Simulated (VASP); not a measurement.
Here is a VASP 6.6.1 calculation.

INCAR

```
ALGO = Normal
EDIFF = 1E-7
EDIFFG = -0.002
ENCUT = 520
IBRION = 2
ISIF = 3
ISMEAR = 0
LASPH = T
LCHARG = F
LREAL = F
LWAVE = F
NELM = 80
NSW = 80
PREC = Accurate
SIGMA = 0.1
```

KPOINTS

```
k-points
0
Gamma
  18 18 18
```

Contents of POSCAR:

```
Pt                                      
1.0
    0.0000000000      1.9484906281      1.9484906281
    1.9484906281      0.0000000000      1.9484906281
    1.9484906281      1.9484906281      0.0000000000
  Pt            
     1
Direct
     1.0000000000000000    0.0000000000000000    1.0000000000000000
```

Potentials or basis: VASP PAW LDA potentials, release 64 (Pt).

Command:

```sh
$ cat potpaw_LDA.64/Pt/POTCAR > POTCAR
$ mpirun -np 1 vasp_std > vasp.out
```

Problem. What does it give for the band gap on the k mesh?

Solution. None (metal or under the smearing width).

Final structure:
```
Pt
1.0
     0.00000    1.94849    1.94849
     1.94849    0.00000    1.94849
     1.94849    1.94849    0.00000
Pt
1
Direct
  0.00000 0.00000 0.00000
```

Caveat: the relaxation stopped at its first step, so nothing moved. The run has no spin-orbit coupling, so splittings on Pt are missing.
